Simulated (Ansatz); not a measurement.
## Levels at Γ against strain in ZnS

```xyz
4
Lattice="3.8110 0.0000 0.0000 -1.9055 3.3004 0.0000 0.0000 0.0000 6.2340" Properties=species:S:1:pos:R:3 pbc="T T T"
Zn    0.0000    2.2003    0.0000
Zn    1.9055    1.1001    3.1170
S     0.0000    2.2003    2.4001
S     1.9055    1.1001    5.5171
```

Atom numbers follow the list: Zn1, Zn2, S3, S4.

The cell is COD entry 9008878, as deposited and not checked against the literature; nothing was relaxed. It differs from other determinations.

Method: Ansatz 0.2.0, DFT, PBEsol, all-electron LAPW, scalar-relativistic.

Numerical set-up: a Γ-centred 8×8×5 k mesh, Fermi–Dirac smearing of 0.03 eV, basis error target 1 meV/atom, no spin polarisation.

The cell is scaled evenly. Fractional coordinates are held (clamped ions).

Only quantities that a quadratic follows smoothly over the whole series are listed; rougher ones are left out.

```csv
ln(V/Vcell),direct gap at Γ (eV),smallest gap on mesh and path (eV)
-0.0619,2.401,2.401
-0.0408,2.305,2.305
-0.0202,2.207,2.207
0.0000,2.113,2.113
0.0100,2.067,2.067
0.0198,2.021,2.021
0.0392,1.933,1.933
0.0583,1.847,1.847
```

Q: Fit the series and give the slopes at zero strain.

A: Least-squares fits y = p0 + p1 x + p2 x² to the rows give direct gap at Γ (eV): p1 = -4.62, p2 = 0.77; smallest gap on mesh and path (eV): p1 = -4.62, p2 = 0.77. So dEg/dln V = -4.6 eV for the direct gap at Γ, the fundamental gap of this crystal. Semilocal gaps are too small, but their slopes carry over better.

Q: One run, at ln(V/Vcell) = -0.0101, is withheld. Predict its row.

A: The fits give 2.160, 2.160; the run gave 2.160, 2.160.
